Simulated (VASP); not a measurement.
# Gd3Sn7: formation energy of a vacancy on the Sn site, part 3 of 4

How easily does a vacancy on the Sn site form in Gd3Sn7? The host is relaxed first, then a supercell is run with and without the defect. The start is a cell from a database of measured crystal structures.

VASP 6.6.1, plane waves and PAW; the level of theory is named at each step.

So far. Step 2 (Relaxing the host crystal): The run ended after 14 ionic steps, 0.415 eV below its first step, once forces and stress met EDIFFG = -0.03. Step 3 (The supercell without the defect): The host is treated as a metal, as its relaxation found a gap under 0.3 eV or none, and only the neutral defect is run.

**4. Reference Sn**

This step: PBE; plane waves and PAW (Sn) (VASP 6.6.1).

System of this step: Sn. The structure is tetragonal, space group I4_1/amd (No. 141). Conventional cell: a = 5.820 Å, b = 5.820 Å, c = 3.178 Å, α = 90.00°, β = 90.00°, γ = 90.00°. Sn has 6 Sn at 3.02 to 3.18 Å nearest.

The reference for Sn is its crystal, relaxed at the cutoff of the large cell.

INCAR reads:

```
SYSTEM = Sn
PREC = Normal
ENCUT = 300
EDIFF = 1E-05
NELM = 120
ISMEAR = 1
SIGMA = 0.1
LREAL = Auto
ALGO = Fast
GGA = PE
NBANDS = 10
LORBIT = 11
LWAVE = .FALSE.
LCHARG = .FALSE.
KPAR = 4
LASPH = .TRUE.
IBRION = 2
NSW = 25
ISIF = 3
EDIFFG = -0.02
POTIM = 0.4
```

POSCAR reads:

```
Sn
1.0
   -2.9100000000      2.9100000000      1.5888600000
    2.9100000000     -2.9100000000      1.5888600000
    2.9100000000      2.9100000000     -1.5888600000
Sn
2
Direct
    0.0000000000      0.0000000000      0.0000000000
    0.2500000000      0.7500000000      0.5000000000
```

KPOINTS reads:

```
Automatic mesh
0
Gamma
10 10 10
0 0 0
```

Potentials, in the order of the species: Sn (PBE family, release 64).

Launch:

```console
> mpirun -np 4 vasp_std
```

The program printed:

```text
[banner, memory and clock lines left out]
running    4 mpi-ranks, on    1 nodes
 distrk:  each k-point on    1 cores,    4 groups
 distr:  one band on    1 cores,    1 groups

 POSCAR found type information on POSCAR Sn
 POSCAR found :  1 types and       2 ions
|                                                                             |
|               ----> ADVICE to this user running VASP <----                  |
|                                                                             |
|     You have a (more or less) 'small supercell' and for smaller cells       |
|     it is recommended to use the reciprocal-space projection scheme!        |
|     The real-space optimization is not efficient for small cells and it     |
|     is also less accurate ...                                               |
|     Therefore, set LREAL=.FALSE. in the INCAR file.                         |
|                                                                             |

 LDA part: xc-table for (Slater+PW92), standard interpolation
 POSCAR, INCAR and KPOINTS ok, starting setup
 FFT: planning ... GRIDC
 FFT: planning ... GRID_SOFT
 FFT: planning ... GRID
 WAVECAR not read
 entering main loop
       N       E                     dE             d eps       ncg     rms          rms(c)
DAV:   1     0.718766887043E+01    0.71877E+01   -0.21058E+03  2040   0.378E+02
DAV:   2    -0.725660895780E+01   -0.14444E+02   -0.13971E+02  2976   0.602E+01
DAV:   3    -0.760685145782E+01   -0.35024E+00   -0.34876E+00  2588   0.952E+00
DAV:   4    -0.760801791031E+01   -0.11665E-02   -0.11663E-02  2500   0.660E-01
DAV:   5    -0.760802173550E+01   -0.38252E-05   -0.38252E-05  2458   0.373E-02    0.258E+00
RMM:   6    -0.758197344846E+01    0.26048E-01   -0.37877E-03  2040   0.459E-01    0.155E+00
RMM:   7    -0.756453847627E+01    0.17435E-01   -0.12701E-02  2040   0.860E-01    0.871E-02
RMM:   8    -0.756485990854E+01   -0.32143E-03   -0.17192E-03  2040   0.325E-01    0.184E-02
RMM:   9    -0.756487327096E+01   -0.13362E-04   -0.86643E-05  2026   0.807E-02    0.758E-03
RMM:  10    -0.756487863987E+01   -0.53689E-05   -0.15368E-05  1599   0.325E-02
   1 F= -.75648786E+01 E0= -.75646954E+01  d E =-.756488E+01
 curvature:   0.00 expect dE= 0.000E+00 dE for cont linesearch  0.000E+00
 trial: gam= 0.00000 g(F)=  0.241E-49 g(S)=  0.569E-01 ort = 0.000E+00 (trialstep = 0.100E+01)
 search vector abs. value=  0.569E-01
 bond charge predicted
       N       E                     dE             d eps       ncg     rms          rms(c)
DAV:   1    -0.761381849906E+01   -0.48945E-01   -0.89963E-01  2244   0.470E+00    0.625E-01
RMM:   2    -0.759886517833E+01    0.14953E-01   -0.75498E-03  2040   0.572E-01    0.360E-01
RMM:   3    -0.759060965885E+01    0.82555E-02   -0.10940E-02  2040   0.603E-01    0.456E-02
RMM:   4    -0.759074458378E+01   -0.13492E-03   -0.58781E-04  2040   0.167E-01    0.338E-02
RMM:   5    -0.759075345496E+01   -0.88712E-05   -0.62892E-05  2033   0.593E-02
   2 F= -.75907535E+01 E0= -.75906850E+01  d E =-.258748E-01
[...]
3 F= -.75908037E+01 E0= -.75907262E+01  d E =-.259251E-01
[...]
4 F= -.75908080E+01 E0= -.75907251E+01  d E =-.259293E-01
[...]
5 F= -.75907230E+01 E0= -.75906277E+01  d E =-.258444E-01
[...]
6 F= -.75907925E+01 E0= -.75907055E+01  d E =-.259139E-01
[...]
7 F= -.75915257E+01 E0= -.75915574E+01  d E =-.733203E-03
[...]
8 F= -.75920050E+01 E0= -.75921352E+01  d E =-.121250E-02
 curvature:  -2.64 expect dE=-0.846E-03 dE for cont linesearch -0.767E-03
 ZBRENT: interpolating
 opt :   2.7310  next Energy=    -7.592292 (dE=-0.150E-02)
 bond charge predicted
       N       E                     dE             d eps       ncg     rms          rms(c)
DAV:   1    -0.759252274116E+01   -0.52319E-03   -0.21097E-02  2276   0.592E-01    0.744E-02
RMM:   2    -0.759236811155E+01    0.15463E-03   -0.39123E-04  2039   0.114E-01    0.417E-02
RMM:   3    -0.759227426977E+01    0.93842E-04   -0.12854E-04  2040   0.578E-02    0.284E-03
RMM:   4    -0.759227519621E+01   -0.92644E-06   -0.76823E-06  1359   0.194E-02
   9 F= -.75922752E+01 E0= -.75924833E+01  d E =-.148270E-02
 curvature:  -0.99 expect dE=-0.234E-04 dE for cont linesearch -0.164E-05
 trial: gam=-0.02800 g(F)=  0.165E-47 g(S)=  0.237E-04 ort = 0.359E-04 (trialstep = 0.133E+01)
 search vector abs. value=  0.223E-04
 reached required accuracy - stopping structural energy minimisation
```

The job ended after 27 s (4 MPI ranks of AMD EPYC 7R43, shared host; peak memory 0.46 GiB).

OUTCAR, selected parts (step 4):

```text
  LATTYP: Found a body centered tetragonal cell.
 ALAT       =     5.8200000000
 C/A-ratio  =     0.5460000000

 Subroutine GETGRP returns: Found 16 space group operations
 (whereof  8 operations were pure point group operations)

The static configuration has the point symmetry D_2d.
 The point group associated with its full space group is D_4h.

 Found    102 irreducible k-points:

   k-points           NKPTS =    102   k-points in BZ     NKDIM =    102   number of bands    NBANDS=     10

   dimension x,y,z NGX =    20 NGY =   20 NGZ =   20
   dimension x,y,z NGXF=    40 NGYF=   40 NGZF=   40

   ENCUT  =  300.0 eV  22.05 Ry    4.70 a.u.   6.23  6.23  6.23*2*pi/ulx,y,z

   NELECT =       8.0000    total number of electrons

 E-fermi :   4.8943

 k-point     1 :       0.0000    0.0000    0.0000
  band No.  band energies     occupation
      1      -5.9575      2.00000
      2       0.9510      2.00000
      3       2.9411      2.00000
      4       2.9411      2.00000
      5       7.8406      0.00000
      6      10.7548      0.00000
      7      10.7548      0.00000
      8      11.6733      0.00000
      9      11.7851      0.00000
    ...

 k-point     2 :       0.1000    0.0000   -0.0000
  band No.  band energies     occupation
      1      -5.7628      2.00000
      2       0.7702      2.00000
      3       2.9660      2.00000
      4       3.4938      2.00000
      5       8.1630      0.00000
      6       9.8153      0.00000
      7      10.2469      0.00000
      8      10.5147      0.00000
      9      10.7682      0.00000
    ...

  Total        0.0236229      0.0236229      0.0106510      0.0000000      0.0000000      0.0000000
  in kB        0.6680294      0.6680294      0.3011975      0.0000000      0.0000000      0.0000000
  external PRESSURE =       0.5457521 kB  Pullay stress =       0.0000000 kB

  energy-cutoff  :      300.00
  volume of cell :       56.66
      direct lattice vectors                 reciprocal lattice vectors
    -2.978867581  2.978867581  1.596193246     0.000000000  0.167849019  0.313245280
     2.978867581 -2.978867581  1.596193246     0.167849019  0.000000000  0.313245280
     2.978867581  2.978867581 -1.596193246     0.167849019  0.167849019  0.000000000

 POSITION                                       TOTAL-FORCE (eV/Angst)
 -----------------------------------------------------------------------------------
     -0.00000      0.00000      0.00000        -0.000000      0.000000     -0.000000
      2.97887     -0.00000      0.79810         0.000000     -0.000000      0.000000
 -----------------------------------------------------------------------------------
    total drift:                                0.000000      0.000000     -0.000000

  FREE ENERGIE OF THE ION-ELECTRON SYSTEM (eV)
  ---------------------------------------------------
  free  energy   TOTEN  =        -7.5922751962 eV

  energy  without entropy=       -7.5928995999  energy(sigma->0) =       -7.59248333

 total charge
# of ion       s       p       d       tot
------------------------------------------
    1        1.474   1.415   0.097   2.986
    2        1.474   1.415   0.097   2.986
--------------------------------------------------
tot          2.948   2.830   0.194   5.972

[... 1 part as in an earlier step ...]

[... 7 further parts left out ...]
```

CONTCAR:

```
Sn
   1.00000000000000
    -2.9788675806488976    2.9788675806488976    1.5961932457331494
     2.9788675806488976   -2.9788675806488976    1.5961932457331494
     2.9788675806488976    2.9788675806488976   -1.5961932457331494
  Sn
     2
Direct
     0.0000000000000000    0.0000000000000000    0.0000000000000000
     0.2500000000000000    0.7500000000000000    0.5000000000000000
```

The run keeps the 16 symmetry operations of its start, so it cannot find a distortion of lower symmetry.

The steps of the relaxation:

```
step  energy less that of the first step (eV)  largest force (eV/Å)  pressure (GPa)  volume (Å³)
   1                                   0.0000                0.0000            2.92        53.82
   2                                  -0.0259                0.0000           -0.13        56.93
   3                                  -0.0259                0.0000           -0.08        56.82
   4                                  -0.0259                0.0000           -0.07        56.76
   5                                  -0.0258                0.0000            0.09        56.59
   6                                  -0.0259                0.0000            0.01        56.70
   7                                  -0.0266                0.0000            0.02        56.68
   8                                  -0.0271                0.0000            0.07        56.64
   9                                  -0.0274                0.0000            0.05        56.66
```

```
conventional cell, symmetrised  before  after  change
                         a (Å)   5.820  5.958  +2.4 %
                         b (Å)   5.820  5.958  +2.4 %
                         c (Å)   3.178  3.192  +0.5 %
              volume (Å³/atom)   26.91  28.33  +5.3 %
```

The relaxed structure:

```xyz
2
Lattice="-2.9789 2.9789 1.5962 2.9789 -2.9789 1.5962 2.9789 2.9789 -1.5962" Properties=species:S:1:pos:R:3 pbc="T T T"
Sn    0.0000    0.0000    0.0000
Sn    2.9789    0.0000    0.7981
```

This step gave:

```
electronic cycles       : 40
electrons               : 8
free energy (TOTEN)     : -7.592 eV
energy at zero smearing : -7.592 eV
Fermi energy            : 4.894 eV
```

The run ended after 9 ionic steps, 0.027 eV below its first step, once forces and stress met EDIFFG = -0.02.

Energy at zero smearing: -7.59248 eV.

**5. Reference Gd**

This step: PBE, 4f electrons in the core; plane waves and PAW (Gd_3) (VASP 6.6.1).

System of this step: Gd. It takes space group P6_3/mmc (No. 194, hexagonal). The conventional cell has a = 3.640 Å, b = 3.640 Å, c = 5.780 Å, α = 90.00°, β = 90.00°, γ = 120.00°. Nearest to Gd lie 12 Gd at 3.57 to 3.64 Å.

Gd is not exchanged here; its energy serves the host's formation enthalpy.

INCAR: that of step 4 with these lines changed.

```diff
@@ -1,2 +1,2 @@
-SYSTEM = Sn
+SYSTEM = Gd
 PREC = Normal
@@ -10,3 +10,4 @@
 GGA = PE
-NBANDS = 10
+NBANDS = 15
+LASPH = .TRUE.
 LORBIT = 11
@@ -15,3 +16,2 @@
 KPAR = 4
-LASPH = .TRUE.
 IBRION = 2
```

POSCAR reads:

```
Gd
1.0
    3.6400000000      0.0000000000      0.0000000000
   -1.8200000000      3.1523324698      0.0000000000
    0.0000000000      0.0000000000      5.7803200000
Gd
2
Direct
    0.0000000000      0.0000000000      0.0000000000
    0.3333333333      0.6666666667      0.5000000000
```

KPOINTS reads:

```
Automatic mesh
0
Gamma
8 8 5
0 0 0
```

The projector-augmented-wave data sets are Gd_3 (PBE family, release 64).

Launch:

```console
> mpirun -np 4 vasp_std
```

The program printed:

```text
[banner, memory and clock lines left out]
running    4 mpi-ranks, on    1 nodes
 distrk:  each k-point on    1 cores,    4 groups
 distr:  one band on    1 cores,    1 groups

 POSCAR found type information on POSCAR Gd
 POSCAR found :  1 types and       2 ions
 [... a notice as in an earlier step ...]

 LDA part: xc-table for (Slater+PW92), standard interpolation
 POSCAR, INCAR and KPOINTS ok, starting setup
 FFT: planning ... GRIDC
 FFT: planning ... GRID_SOFT
 FFT: planning ... GRID
 WAVECAR not read
 entering main loop
       N       E                     dE             d eps       ncg     rms          rms(c)
DAV:   1     0.307686215796E+02    0.30769E+02   -0.63545E+03   908   0.687E+02
DAV:   2    -0.809236304712E+01   -0.38861E+02   -0.37686E+02  1089   0.171E+02
DAV:   3    -0.913121390952E+01   -0.10389E+01   -0.10223E+01  1250   0.196E+01
DAV:   4    -0.914504578832E+01   -0.13832E-01   -0.13825E-01  1071   0.261E+00
DAV:   5    -0.914546510985E+01   -0.41932E-03   -0.41929E-03  1440   0.299E-01    0.221E+01
RMM:   6    -0.914644689557E+01   -0.98179E-03   -0.17866E-02   908   0.892E-01    0.133E+01
RMM:   7    -0.915470957192E+01   -0.82627E-02   -0.46551E-02   928   0.136E+00    0.235E-01
RMM:   8    -0.915468323529E+01    0.26337E-04   -0.45522E-03   936   0.555E-01    0.572E-02
RMM:   9    -0.915470965597E+01   -0.26421E-04   -0.78779E-04   975   0.171E-01    0.392E-02
RMM:  10    -0.915471048434E+01   -0.82837E-06   -0.27152E-04   900   0.107E-01    0.400E-02
RMM:  11    -0.915469559900E+01    0.14885E-04   -0.61644E-05   787   0.411E-02    0.196E-02
RMM:  12    -0.915469644245E+01   -0.84345E-06   -0.97160E-06   643   0.135E-02
   1 F= -.91546964E+01 E0= -.91536957E+01  d E =-.915470E+01
 curvature:   0.00 expect dE= 0.000E+00 dE for cont linesearch  0.000E+00
 trial: gam= 0.00000 g(F)=  0.000E+00 g(S)=  0.257E-02 ort = 0.000E+00 (trialstep = 0.100E+01)
 search vector abs. value=  0.257E-02
 bond charge predicted
       N       E                     dE             d eps       ncg     rms          rms(c)
DAV:   1    -0.916579533328E+01   -0.11100E-01   -0.19766E-01   928   0.304E+00    0.496E-01
RMM:   2    -0.915862826399E+01    0.71671E-02   -0.11381E-02   906   0.769E-01    0.251E-01
RMM:   3    -0.915581463000E+01    0.28136E-02   -0.10307E-02   914   0.614E-01    0.821E-02
RMM:   4    -0.915596756657E+01   -0.15294E-03   -0.14953E-03   957   0.307E-01    0.327E-02
RMM:   5    -0.915599852477E+01   -0.30958E-04   -0.26882E-04   971   0.112E-01    0.224E-02
RMM:   6    -0.915601523488E+01   -0.16710E-04   -0.80585E-05   900   0.585E-02    0.147E-02
RMM:   7    -0.915600703348E+01    0.82014E-05   -0.43637E-05   839   0.433E-02
   2 F= -.91560070E+01 E0= -.91549756E+01  d E =-.131059E-02
 trial-energy change:   -0.001311  1 .order   -0.001248   -0.002570    0.000074
 step:   0.9755(harm=  0.9721)  dis= 0.00000  next Energy=    -9.156008 (dE=-0.131E-02)
 reached required accuracy - stopping structural energy minimisation
```

Elapsed: 6.8 s, on 4 MPI ranks; peak memory 0.37 GiB.

OUTCAR, selected parts (step 5):

```text
   k-points           NKPTS =     30   k-points in BZ     NKDIM =     30   number of bands    NBANDS=     15

   ENCUT  =  300.0 eV  22.05 Ry    4.70 a.u.   5.14  5.14  8.16*2*pi/ulx,y,z

   NELECT =      18.0000    total number of electrons

 E-fermi :   3.2378

 k-point     1 :       0.0000    0.0000    0.0000
  band No.  band energies     occupation
    ...
      4     -18.2565      2.00000
      5     -18.2565      2.00000
      6     -18.2149      2.00000
      7      -1.4733      2.00000
      8       1.1660      2.00000
      9       4.7143     -0.00000
     10       4.9599     -0.00000
     11       4.9599     -0.00000
     12       5.1965     -0.00000
     13       5.6293      0.00000
    ...

  Total        0.0145303      0.0145303     -0.0082732      0.0000000      0.0000000      0.0000000
  in kB        0.3552972      0.3552972     -0.2022985      0.0000000      0.0000000      0.0000000
  external PRESSURE =       0.1694320 kB  Pullay stress =       0.0000000 kB

 POSITION                                       TOTAL-FORCE (eV/Angst)
 -----------------------------------------------------------------------------------
      0.00000      0.00000      0.00000        -0.000000     -0.000000      0.000000
     -0.00000      2.09352      2.87713         0.000000      0.000000      0.000000
 -----------------------------------------------------------------------------------
    total drift:                               -0.000000      0.000000     -0.000000

  FREE ENERGIE OF THE ION-ELECTRON SYSTEM (eV)
  ---------------------------------------------------
  free  energy   TOTEN  =        -9.1560070335 eV

  energy  without entropy=       -9.1529127160  energy(sigma->0) =       -9.15497559

[... 1 part as in an earlier step ...]

[... 15 further parts left out ...]
```

CONTCAR:

```
Gd
   1.00000000000000
     3.6260753663442848    0.0000000000000000    0.0000000000000000
    -1.8130376831721424    3.1402733833154763    0.0000000000000000
     0.0000000000000000    0.0000000000000000    5.7542593242737894
  Gd
     2
Direct
     0.0000000000000000    0.0000000000000000    0.0000000000000000
     0.3333333332999970    0.6666666667000030    0.5000000000000000
```

The run keeps the 24 symmetry operations of its start, so it cannot find a distortion of lower symmetry.

The steps of the relaxation:

```
step  energy less that of the first step (eV)  largest force (eV/Å)  pressure (GPa)  volume (Å³)
   1                                   0.0000                0.0000           -0.51        66.33
   2                                  -0.0013                0.0000            0.02        65.52
```

```
conventional cell, symmetrised  before  after  change
                         a (Å)   3.640  3.626  -0.4 %
                         b (Å)   3.640  3.626  -0.4 %
                         c (Å)   5.780  5.754  -0.5 %
              volume (Å³/atom)   33.16  32.76  -1.2 %
```

The relaxed structure:

```xyz
2
Lattice="3.6261 0.0000 0.0000 -1.8130 3.1403 0.0000 0.0000 0.0000 5.7543" Properties=species:S:1:pos:R:3 pbc="T T T"
Gd    0.0000    0.0000    0.0000
Gd    0.0000    2.0935    2.8771
```

This step gave:

```yaml
electronic_cycles: 19
electrons: 18
free_energy_toten: -9.156 eV
energy_at_zero_smearing: -9.155 eV
fermi_energy: 3.238 eV
```

The run ended after 2 ionic steps, 0.001 eV below its first step, once forces and stress met EDIFFG = -0.02.

Energy at zero smearing: -9.15498 eV.

(Continued in part 4 of 4.)

[Lines on the potential files, build, host, timing and source positions are cut from VASP's logs without a mark.]

[Logs are printed without paths, hosts, clocks, repeated set-up lines and the standing remarks that a program may print on its own settings, such as how far it seeks lower states.]

[Hosts, paths, dates, database ids (printed as entryN), source tags and the programs' standing remarks are cut or masked in the printed files.]

[In band tables of VASP the shares of atoms and orbitals are scaled to a sum of 1 inside the atoms' spheres.]

[Runs that stopped without an error message from VASP are left out.]
